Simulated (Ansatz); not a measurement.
# CuO (P4_2/mmc) in Ansatz: further runs

One crystal, CuO, is run at these levels: PBE+U; tasks: band structure.

All numbers are computed with Ansatz 0.2.0; they aren't measurements. Logs are shortened: lines on timing, memory, paths and dates and some standing lists are left out, and cuts for length are marked.

## 1. The crystal as given

The structure is tetragonal, space group P4_2/mmc (No. 131). Conventional cell: a = 3.422 Å, b = 3.422 Å, c = 4.260 Å, α = 90.00°, β = 90.00°, γ = 90.00°. Cu (site symmetry mmm) is surrounded by 4 O at 2.02 Å. Around O (site symmetry -4m2) lie 4 Cu at 2.02 Å and 2 O at 2.13 Å.

Measurements of this composition are mostly on another form, of space group No. 15.

## 2. Band structure, PBE+U

input.yaml

```yaml
crystal:
  lattice:
    - [3.42205097, 0.0, 0.0]
    - [0.0, 3.42205097, 0.0]
    - [0.0, 0.0, 4.26046148]
  atoms:
    - { symbol: Cu, position: [0.0, 0.5, 0.0] }
    - { symbol: Cu, position: [0.5, 0.0, 0.5] }
    - { symbol: O, position: [0.0, 0.0, 0.25] }
    - { symbol: O, position: [0.0, 0.0, 0.75] }
hamiltonian:
  xc: pbe
  pseudopotentials: { kind: paw }
  hubbard: { sites: [{ species: Cu, l: d, u_eff: 6.0 }] }
kpoints:
  mp_grid: { grid: [8, 8, 6] }
  band_path:
    path:
      - [[0.0, 0.0, 0.0], [0.0, 0.5, 0.0], [0.5, 0.5, 0.0], [0.0, 0.0, 0.0], [0.0, 0.0, 0.5], [0.0, 0.5, 0.5], [0.5, 0.5, 0.5], [0.0, 0.0, 0.5]]
      - [[0.0, 0.5, 0.0], [0.0, 0.5, 0.5]]
      - [[0.5, 0.5, 0.0], [0.5, 0.5, 0.5]]
    npoints: 14
scf:
  occupations: { method: fermi_dirac, width: 0.05 }
  n_extra_bands: 10
output:
  forces: true
  stress: true
  eigenvalues: true
  fatbands: false
```

Potentials or basis: Ansatz PAW.

Run with:

```sh
$ ansatz run input.yaml --threads 2 --pin off --max-ram 5632MiB --backend cpu --events-out ev --progress --plain --runs-dir out
```

What it wrote:

```text
Warning: RAYON_NUM_THREADS=2 ignored (pool sized by the plan → 2); use --threads N
Cu: projections on atomic orbitals take those of the free atom [Ne] 3s2 3p6 3d10 4s1, of charge +0.00 (hamiltonian.pseudopotentials.projection_atoms); the dataset's partial waves leave at most 2.0e-6 of an orbital's norm unspanned inside its sphere
O: projections on atomic orbitals take those of the free atom [He] 2s2 2p4, of charge +0.00 (hamiltonian.pseudopotentials.projection_atoms); the dataset's partial waves leave at most 1.9e-8 of an orbital's norm unspanned inside its sphere
scf.n_extra_bands = 10 over 25 filled bands (N_el = 50.0): the run solves 35 bands
Engine: ansatz 0.2.0, x86_64-unknown-linux-gnu
Pseudopotentials: kind: paw
Pseudopotential: Cu, paw, valence charge 19, recommended cutoff 420 eV (normal), Cu.paw.azcp
Pseudopotential: O, paw, valence charge 6, recommended cutoff 420 eV (normal), O.paw.azcp
Functional definition: PBE
  parameter kappa = 0.804
  parameter beta = 0.06672455060314922
  exchange = pbe_x(kappa = kappa, mu = beta*pi^2/3)
  correlation = pbe_c(beta = beta)
Crystal: 4 atoms, lattice volume = 49.892 Å³
Basis set: ecut = 420 eV, 979 PW (Γ), exchange–correlation on 48×48×60 points (8 copies of the dense FFT grid, shifted against one another)
Bands: 35, of which v1, the nominal top of the filled ones, is band 25 counted from 1 (24 counted from 0)
Symmetry: 16 space group operations
Space group: P42/mmc (ITA 131), of the structure as read, at distance tolerance 3.7e-5 Å
k-points: 60 of 384
Non-local potential: Cu, projectors of the file, l = 0: 3, l = 1: 2, l = 2: 3, l = 3: 1
Non-local potential: O, projectors of the file, l = 0: 2, l = 1: 2, l = 2: 1
PAW form: soft (Blöchl's): semilocal exchange-correlation on the pseudo side does not see the compensation charge
PAW one-centre angular grid: Cu, 590 points (default); XC on 64 Gauss nodes
PAW one-centre angular grid: O, 110 points (default); XC on 64 Gauss nodes
Initial density: superposition of atomic densities (chi_scale 0.1, normalization cell, long waves of neutral atoms under a Hubbard term (reshape's long-wave potential 0.01 eV rms, cloud 1.98 Å wide))
Initial wavefunctions: pseudopotential atomic-orbital guess
Functional: x = pbe(κ = 0.804, μ = 0.2195149727645171), c = pbe(β = 0.06672455060314922)
SCF iter   1: F=—  HF=-14379.832408 eV  |F-HF|=—  |Δ(HF+E_count)|=         —  Δρ=1.28e-1  dr2=6.38e0  ethr=3.10e-3  ⟨swp⟩=4.8  Hψ=7656  notcnv=0  defer=8
preconditioner: auto → LDOS  [metal: Δε(μ)=0.054 eV  Ē_g=15.878 eV  σ=0.050 eV  W_gap=0.26  n_scr=18 (ndim 8)  ℏωp=30.7 eV  f_vac=0.072  D(μ)=2.32/eV (n_scr^D=18)  β→1.0]
SCF iter   2: F=—  HF=-14386.137314 eV  |F-HF|=—  |Δ(HF+E_count)|=    6.30e0  Δρ=3.76e-1  dr2=4.24e1  ethr=3.10e-3  ⟨swp⟩=3.2  Hψ=5275  notcnv=0  defer=218  recentre
SCF iter   3: F=—  HF=-14378.987218 eV  |F-HF|=—  |Δ(HF+E_count)|=    7.15e0  Δρ=6.24e-2  dr2=1.53e0  ethr=3.10e-3  ⟨swp⟩=3.2  Hψ=5287  notcnv=0  defer=186
SCF iter   4: F=—  HF=-14378.848118 eV  |F-HF|=—  |Δ(HF+E_count)|=   1.39e-1  Δρ=2.50e-2  dr2=1.77e-1  ethr=3.07e-3  ⟨swp⟩=2.0  Hψ=2945  notcnv=0  defer=208
SCF iter   5: F=—  HF=-14378.849686 eV  |F-HF|=—  |Δ(HF+E_count)|=   1.57e-3  Δρ=6.30e-3  dr2=9.84e-3  ethr=3.54e-4  ⟨swp⟩=2.0  Hψ=2960  notcnv=0  defer=199
SCF iter   6: F=—  HF=-14378.848770 eV  |F-HF|=—  |Δ(HF+E_count)|=   9.16e-4  Δρ=3.95e-3  dr2=3.14e-3  ethr=1.97e-5  ⟨swp⟩=2.0  Hψ=3100  notcnv=0  defer=199
SCF iter   7: F=—  HF=-14378.849600 eV  |F-HF|=—  |Δ(HF+E_count)|=   8.30e-4  Δρ=1.08e-3  dr2=2.00e-4  ethr=6.28e-6  ⟨swp⟩=2.1  Hψ=2931  notcnv=0  defer=199
SCF iter   8: F=—  HF=-14378.849679 eV  |F-HF|=—  |Δ(HF+E_count)|=   7.93e-5  Δρ=3.92e-4  dr2=3.07e-5  ethr=4.01e-7  ⟨swp⟩=2.4  Hψ=2775  notcnv=0  defer=199
SCF iter   9: F=—  HF=-14378.849698 eV  |F-HF|=—  |Δ(HF+E_count)|=   1.86e-5  Δρ=2.59e-4  dr2=2.33e-5  ethr=6.15e-8  ⟨swp⟩=2.1  Hψ=2827  notcnv=0  defer=199
SCF iter  10: F=—  HF=-14378.849696 eV  |F-HF|=—  |Δ(HF+E_count)|=   1.60e-6  Δρ=8.16e-5  dr2=2.24e-6  ethr=4.66e-8  ⟨swp⟩=1.0  Hψ=1901  notcnv=0  defer=199
SCF iter  11: F=-14378.849696 eV  HF=-14378.849696 eV  |F-HF|=8.82e-9  |Δ(HF+E_count)|=   1.99e-7  Δρ=8.02e-6  dr2=6.08e-9  ethr=2.00e-10  ⟨swp⟩=8.0  Hψ=9931  notcnv=0
SCF 1 converged in 11 iterations: F = -14378.849696 eV  dr2 = 6.08e-9
NSCF: frozen V_eff on 129 k-points
SCF converged after 11 iterations
Free energy (F): -14378.849696 eV
Harris-Foulkes:  -14378.849696 eV  (|F-HF|=8.82e-9)
Internal energy: -14378.828763 eV  (E = F + TS)
E sigma→0 (E₀):  -14378.839230 eV
Entropy (-TS):   -0.020933 eV (-5.233 meV/atom)
Fermi energy:    8.623384 eV
--- Per-component energies (eV) ---
  E_band       = -1023.723329
  E_kinetic    = 942.170346
  E_local      = -10734.764370  (includes V_loc(G=0)·N_el)
  E_nonlocal   = 898.438757
  E_hartree    = 4669.872309
  E_xc         = -320.521960
  E_vxc        = -411.158999  (∫ρ·V_xc dr)
  E_hubbard    = 1.889283  (on-site DFT+U / exact-exchange correction)
  E_vhub       = -54.114263  (the Hubbard potential's part of the band-sum identity)
  E_paw        = -3657.149446  (= ΣΔE_a)
  E_vpaw       = -1004.049061  (= ΣTr[D̂ρ^β])
  E_aug_tail   = 0.005353  (compensation charges beyond the density's cutoff)
  E_ewald      = -6178.769034
  E_smearing   = -0.020933  (= −TS)
  E_closure    = -0.000000  (closes the sum)
  Σ components = -14378.849696   (vs F -14378.849696, Δ=0.00e0)
--- Forces (eV/Å), atoms counted from 1 ---
  atom   1  Cu     0.00000000    -0.00000000     0.00000000
  atom   2  Cu    -0.00000000     0.00000000     0.00000000
  atom   3  O      0.00000000     0.00000000    -0.00000000
  atom   4  O      0.00000000     0.00000000    -0.00000000
  max |Σ_I F_I| component: 3.47e-18 eV/Å
--- Stress (GPa, compression-positive) ---
       -8.183211       0.000000       0.000000
        0.000000      -8.183211       0.000000
        0.000000       0.000000      18.562500
  P = ⅓ Tr σ = 0.7320 GPa (7.320 kbar)
--- Band table (eV; the first three rows and the last of 60) ---
  k-point 0: bands = ["-102.2820", "-102.2818", "-59.7366", "-59.7314", "-59.7300", "-59.7300", "-59.6030", "-59.6030", "-11.1309", "-8.2762", "0.6112", "2.9724", "2.9724", "4.1140", "4.2457", "4.3808", "4.3808", "4.5405", "4.6927", "4.8858", "4.8919", "4.8919", "6.6163", "9.2939", "9.2939", "9.3957", "9.4642", "15.4472", "16.5714", "19.0018", "20.5162", "20.5162", "22.5802", "22.7685", "22.7685"]
  k-point 1: bands = ["-102.2820", "-102.2818", "-59.7363", "-59.7318", "-59.7300", "-59.7300", "-59.6030", "-59.6030", "-10.9901", "-8.5556", "1.0751", "2.9372", "2.9372", "4.1764", "4.1875", "4.1875", "4.2750", "4.5635", "4.6397", "4.8625", "5.2267", "5.2267", "6.5894", "8.4805", "9.1273", "9.1273", "10.0820", "14.0341", "17.5243", "20.0764", "20.6389", "20.6389", "21.7882", "22.7927", "22.7927"]
  k-point 2: bands = ["-102.2820", "-102.2819", "-59.7354", "-59.7328", "-59.7300", "-59.7300", "-59.6030", "-59.6030", "-10.5824", "-9.2152", "2.2268", "2.8674", "2.8674", "4.0059", "4.0059", "4.2440", "4.3452", "4.4347", "4.6264", "4.7991", "5.7331", "5.7331", "6.5428", "7.3671", "8.7561", "8.7561", "10.6397", "12.4864", "18.2632", "20.3822", "20.9295", "20.9295", "22.7243", "22.7523", "22.7523"]
  k-point 59: bands = ["-102.2818", "-102.2818", "-59.7340", "-59.7340", "-59.7320", "-59.7320", "-59.6043", "-59.6043", "-9.6800", "-9.6800", "2.8017", "2.8017", "3.0057", "3.0057", "4.2878", "4.2878", "4.4785", "4.4785", "4.6518", "4.6518", "5.9229", "5.9229", "6.3934", "6.3934", "7.2959", "7.2959", "12.9683", "12.9683", "17.5899", "17.5899", "18.3576", "18.3576", "25.1385", "25.1385", "27.9525"]
Occupation matrices written to <dir>
```

Wall time 11 s (2 threads of Intel Xeon Platinum 8259CL at 2.50GHz (Skylake/Cascade Lake), shared host); peak memory 0.49 GiB.

Results:

```yaml
Free_energy: -14378.8497 eV
Pressure: 0.7 GPa
Band_gap_on_the_k_mesh: none (metal or under the smearing width)
```

Levels at the corners of the path, in eV from the Fermi level:
| point | band 22 | band 23 | band 24 | band 25 | band 26 | band 27 | band 28 | band 29 |
| --- | --- | --- | --- | --- | --- | --- | --- | --- |
| Γ | -3.73 | -2.01 | 0.67 | 0.67 | 0.77 | 0.84 | 6.82 | 7.95 |
| X | -2.61 | -2.51 | -2.31 | 0.57 | 1.20 | 4.37 | 4.78 | 7.26 |
| M | -3.03 | -2.36 | -2.32 | -2.32 | 1.53 | 1.55 | 8.51 | 8.51 |
| Γ | -3.73 | -2.01 | 0.67 | 0.67 | 0.77 | 0.84 | 6.82 | 7.95 |
| Z | -2.64 | -1.96 | -1.96 | -0.08 | -0.08 | 2.75 | 2.75 | 10.53 |
| R | -2.90 | -2.78 | -2.69 | -0.91 | 0.36 | 4.53 | 5.76 | 6.62 |
| A | -2.70 | -2.23 | -2.23 | -1.33 | -1.33 | 4.34 | 4.34 | 8.97 |
| Z | -2.64 | -1.96 | -1.96 | -0.08 | -0.08 | 2.75 | 2.75 | 10.53 |
| X | -2.61 | -2.51 | -2.31 | 0.57 | 1.20 | 4.37 | 4.78 | 7.26 |
| R | -2.90 | -2.78 | -2.69 | -0.91 | 0.36 | 4.53 | 5.76 | 6.62 |
| M | -3.03 | -2.36 | -2.32 | -2.32 | 1.53 | 1.55 | 8.51 | 8.51 |
| A | -2.70 | -2.23 | -2.23 | -1.33 | -1.33 | 4.34 | 4.34 | 8.97 |

Eigenvalues of the final occupation matrices:
| site | spin | trace | eigenvalues |
| --- | --- | --- | --- |
| site 1 | 1 | 4.82 | 0.87 0.96 0.99 1.00 1.00 |
| site 2 | 1 | 4.82 | 0.87 0.96 0.99 1.00 1.00 |

Caveat: the pressure holds a Pulay correction of +0.6 GPa for the finite cutoff; the run has no spin polarisation, though such a crystal can be magnetic; U without spin polarisation on a metal has little footing.

## 3. Band structure, PBE+U

Edit input.yaml of step 2 so:

```diff
@@ -13,3 +13,3 @@
   pseudopotentials: { kind: paw }
-  hubbard: { sites: [{ species: Cu, l: d, u_eff: 6.0 }] }
+  hubbard: { sites: [{ species: Cu, l: d, u_eff: 8.0 }] }
 kpoints:
```

Potentials or basis: Ansatz PAW.

Run with:

```sh
$ ansatz run input.yaml --threads 2 --pin off --max-ram 5632MiB --backend cpu --events-out ev --progress --plain --runs-dir out
```

What it wrote:

```text
Warning: RAYON_NUM_THREADS=2 ignored (pool sized by the plan → 2); use --threads N
Cu: projections on atomic orbitals take those of the free atom [Ne] 3s2 3p6 3d10 4s1, of charge +0.00 (hamiltonian.pseudopotentials.projection_atoms); the dataset's partial waves leave at most 2.0e-6 of an orbital's norm unspanned inside its sphere
O: projections on atomic orbitals take those of the free atom [He] 2s2 2p4, of charge +0.00 (hamiltonian.pseudopotentials.projection_atoms); the dataset's partial waves leave at most 1.9e-8 of an orbital's norm unspanned inside its sphere
scf.n_extra_bands = 10 over 25 filled bands (N_el = 50.0): the run solves 35 bands
[... 9 set-up lines as earlier in the session ...]
Crystal: 4 atoms, lattice volume = 49.892 Å³
Basis set: ecut = 420 eV, 979 PW (Γ), exchange–correlation on 48×48×60 points (8 copies of the dense FFT grid, shifted against one another)
Bands: 35, of which v1, the nominal top of the filled ones, is band 25 counted from 1 (24 counted from 0)
[... 2 set-up lines as earlier in the session ...]
k-points: 60 of 384
[... 8 set-up lines as earlier in the session ...]
SCF iter   1: F=—  HF=-14379.575569 eV  |F-HF|=—  |Δ(HF+E_count)|=         —  Δρ=1.36e-1  dr2=7.13e0  ethr=3.10e-3  ⟨swp⟩=4.8  Hψ=7654  notcnv=0  defer=7
preconditioner: auto → LDOS  [metal: Δε(μ)=0.039 eV  Ē_g=16.450 eV  σ=0.050 eV  W_gap=0.19  n_scr=18 (ndim 8)  ℏωp=30.7 eV  f_vac=0.072  D(μ)=1.98/eV (n_scr^D=18)  β→1.0]
SCF iter   2: F=—  HF=-14387.000182 eV  |F-HF|=—  |Δ(HF+E_count)|=    7.42e0  Δρ=4.03e-1  dr2=4.95e1  ethr=3.10e-3  ⟨swp⟩=3.6  Hψ=5290  notcnv=0  defer=219  recentre
SCF iter   3: F=—  HF=-14378.469318 eV  |F-HF|=—  |Δ(HF+E_count)|=    8.53e0  Δρ=6.58e-2  dr2=1.70e0  ethr=3.10e-3  ⟨swp⟩=3.1  Hψ=5478  notcnv=0  defer=189
SCF iter   4: F=—  HF=-14378.246509 eV  |F-HF|=—  |Δ(HF+E_count)|=   2.23e-1  Δρ=2.29e-2  dr2=1.38e-1  ethr=3.10e-3  ⟨swp⟩=2.0  Hψ=3003  notcnv=0  defer=208
SCF iter   5: F=—  HF=-14378.259248 eV  |F-HF|=—  |Δ(HF+E_count)|=   1.27e-2  Δρ=8.15e-3  dr2=1.71e-2  ethr=2.76e-4  ⟨swp⟩=2.1  Hψ=2967  notcnv=0  defer=199
SCF iter   6: F=—  HF=-14378.256463 eV  |F-HF|=—  |Δ(HF+E_count)|=   2.79e-3  Δρ=4.21e-3  dr2=3.77e-3  ethr=3.42e-5  ⟨swp⟩=2.0  Hψ=3169  notcnv=0  defer=199
SCF iter   7: F=—  HF=-14378.257441 eV  |F-HF|=—  |Δ(HF+E_count)|=   9.78e-4  Δρ=1.36e-3  dr2=3.52e-4  ethr=7.54e-6  ⟨swp⟩=2.5  Hψ=2891  notcnv=0  defer=199
SCF iter   8: F=—  HF=-14378.257522 eV  |F-HF|=—  |Δ(HF+E_count)|=   8.11e-5  Δρ=5.40e-4  dr2=6.53e-5  ethr=7.03e-7  ⟨swp⟩=2.1  Hψ=2737  notcnv=0  defer=199
SCF iter   9: F=—  HF=-14378.257551 eV  |F-HF|=—  |Δ(HF+E_count)|=   2.91e-5  Δρ=3.40e-4  dr2=3.69e-5  ethr=1.31e-7  ⟨swp⟩=2.0  Hψ=2713  notcnv=0  defer=199
SCF iter  10: F=—  HF=-14378.257548 eV  |F-HF|=—  |Δ(HF+E_count)|=   2.81e-6  Δρ=1.22e-4  dr2=4.73e-6  ethr=7.38e-8  ⟨swp⟩=1.0  Hψ=1901  notcnv=0  defer=199
SCF iter  11: F=-14378.257548 eV  HF=-14378.257548 eV  |F-HF|=2.13e-8  |Δ(HF+E_count)|=   5.53e-7  Δρ=1.94e-5  dr2=4.20e-8  ethr=2.00e-10  ⟨swp⟩=8.1  Hψ=10306  notcnv=0
SCF 1 converged in 11 iterations: F = -14378.257548 eV  dr2 = 4.20e-8
NSCF: frozen V_eff on 129 k-points
SCF converged after 11 iterations
Free energy (F): -14378.257548 eV
Harris-Foulkes:  -14378.257548 eV  (|F-HF|=2.13e-8)
Internal energy: -14378.234667 eV  (E = F + TS)
E sigma→0 (E₀):  -14378.246107 eV
Entropy (-TS):   -0.022880 eV (-5.720 meV/atom)
Fermi energy:    8.382446 eV
--- Per-component energies (eV) ---
  E_band       = -1034.105241
  E_kinetic    = 943.090460
  E_local      = -10748.486271  (includes V_loc(G=0)·N_el)
  E_nonlocal   = 903.533727
  E_hartree    = 4681.871160
  E_xc         = -320.224321
  E_vxc        = -410.763808  (∫ρ·V_xc dr)
  E_hubbard    = 2.218531  (on-site DFT+U / exact-exchange correction)
  E_vhub       = -73.125641  (the Hubbard potential's part of the band-sum identity)
  E_paw        = -3661.474269  (= ΣΔE_a)
  E_vpaw       = -1012.104020  (= ΣTr[D̂ρ^β])
  E_aug_tail   = 0.005350  (compensation charges beyond the density's cutoff)
  E_ewald      = -6178.769034
  E_smearing   = -0.022880  (= −TS)
  E_closure    = -0.000000  (closes the sum)
  Σ components = -14378.257548   (vs F -14378.257548, Δ=0.00e0)
--- Forces (eV/Å), atoms counted from 1 ---
  atom   1  Cu     0.00000000    -0.00000000     0.00000000
  atom   2  Cu     0.00000000    -0.00000000     0.00000000
  atom   3  O      0.00000000     0.00000000     0.00000000
  atom   4  O      0.00000000     0.00000000     0.00000000
  max |Σ_I F_I| component: 6.47e-29 eV/Å
--- Stress (GPa, compression-positive) ---
       -5.458679       0.000000       0.000000
        0.000000      -5.458679       0.000000
        0.000000       0.000000      17.537262
  P = ⅓ Tr σ = 2.2066 GPa (22.066 kbar)
--- Band table (eV; the first three rows and the last of 60) ---
  k-point 0: bands = ["-101.9777", "-101.9775", "-59.4359", "-59.4306", "-59.4073", "-59.4073", "-59.3406", "-59.3406", "-11.2592", "-8.3741", "0.2731", "2.4946", "2.4946", "3.4774", "3.5280", "3.7832", "3.9441", "4.1381", "4.1713", "4.1713", "4.3119", "4.3119", "6.1677", "9.0487", "9.0487", "9.2723", "9.3968", "15.4678", "16.6113", "19.0334", "20.5313", "20.5313", "22.6245", "22.7842", "22.7842"]
  k-point 1: bands = ["-101.9777", "-101.9775", "-59.4355", "-59.4310", "-59.4073", "-59.4073", "-59.3406", "-59.3406", "-11.1170", "-8.6577", "0.7248", "2.4811", "2.4811", "3.5101", "3.5776", "3.7602", "3.7602", "3.8068", "3.8963", "4.1142", "4.8489", "4.8489", "6.1597", "8.3854", "8.8778", "8.8778", "9.9954", "14.0464", "17.5729", "20.1002", "20.6543", "20.6543", "21.8295", "22.8063", "22.8063"]
  k-point 2: bands = ["-101.9776", "-101.9776", "-59.4346", "-59.4320", "-59.4073", "-59.4073", "-59.3407", "-59.3407", "-10.7054", "-9.3253", "1.8226", "2.4521", "2.4521", "3.4694", "3.4694", "3.5939", "3.6307", "3.7072", "3.8714", "4.0489", "5.4403", "5.4403", "6.1793", "7.2534", "8.4928", "8.4928", "10.5721", "12.4780", "18.3111", "20.4227", "20.9462", "20.9462", "22.7466", "22.7615", "22.7615"]
  k-point 59: bands = ["-101.9774", "-101.9774", "-59.4333", "-59.4333", "-59.4094", "-59.4094", "-59.3420", "-59.3420", "-9.8132", "-9.8132", "2.3059", "2.3059", "2.6804", "2.6804", "3.5120", "3.5120", "3.9198", "3.9198", "4.1120", "4.1120", "5.4770", "5.4770", "6.0665", "6.0665", "6.9936", "6.9936", "13.0138", "13.0138", "17.5925", "17.5925", "18.3469", "18.3469", "25.1361", "25.1361", "27.9874"]
Occupation matrices written to <dir>
```

Run time: 10 s. Hardware: 2 threads of Intel Xeon Platinum 8259CL at 2.50GHz (Skylake/Cascade Lake), shared host; peak memory 0.5 GiB.

Results:

```yaml
Free_energy: -14378.2575 eV
Pressure: 2.2 GPa
Band_gap_on_the_k_mesh: none (metal or under the smearing width)
```

Stress tensor (GPa, compression positive):
```
-5.46  0.00  0.00
 0.00 -5.46  0.00
 0.00  0.00 17.54
```

Levels at the corners of the path, in eV from the Fermi level:
| point | band 23 | band 24 | band 25 | band 26 | band 27 | band 28 |
| --- | --- | --- | --- | --- | --- | --- |
| Γ | -2.21 | 0.67 | 0.67 | 0.89 | 1.01 | 7.09 |
| X | -2.61 | -2.29 | 0.57 | 1.29 | 4.58 | 5.04 |
| M | -2.65 | -2.53 | -2.53 | 1.61 | 1.82 | 8.74 |
| Γ | -2.21 | 0.67 | 0.67 | 0.89 | 1.01 | 7.09 |
| Z | -1.95 | -1.95 | -0.12 | -0.12 | 2.95 | 2.95 |
| R | -3.00 | -2.76 | -0.95 | 0.34 | 4.76 | 5.99 |
| A | -2.32 | -2.32 | -1.39 | -1.39 | 4.63 | 4.63 |
| Z | -1.95 | -1.95 | -0.12 | -0.12 | 2.95 | 2.95 |
| X | -2.61 | -2.29 | 0.57 | 1.29 | 4.58 | 5.04 |
| R | -3.00 | -2.76 | -0.95 | 0.34 | 4.76 | 5.99 |
| M | -2.65 | -2.53 | -2.53 | 1.61 | 1.82 | 8.74 |
| A | -2.32 | -2.32 | -1.39 | -1.39 | 4.63 | 4.63 |

Eigenvalues of the final occupation matrices:
```tsv
site	spin	trace	eigenvalues
site 1	1	4.85	0.89 0.97 1.00 1.00 1.00
site 2	1	4.85	0.89 0.97 1.00 1.00 1.00
```

Caveat: the pressure holds a Pulay correction of +0.6 GPa for the finite cutoff; the run has no spin polarisation, though such a crystal can be magnetic; U without spin polarisation on a metal has little footing.
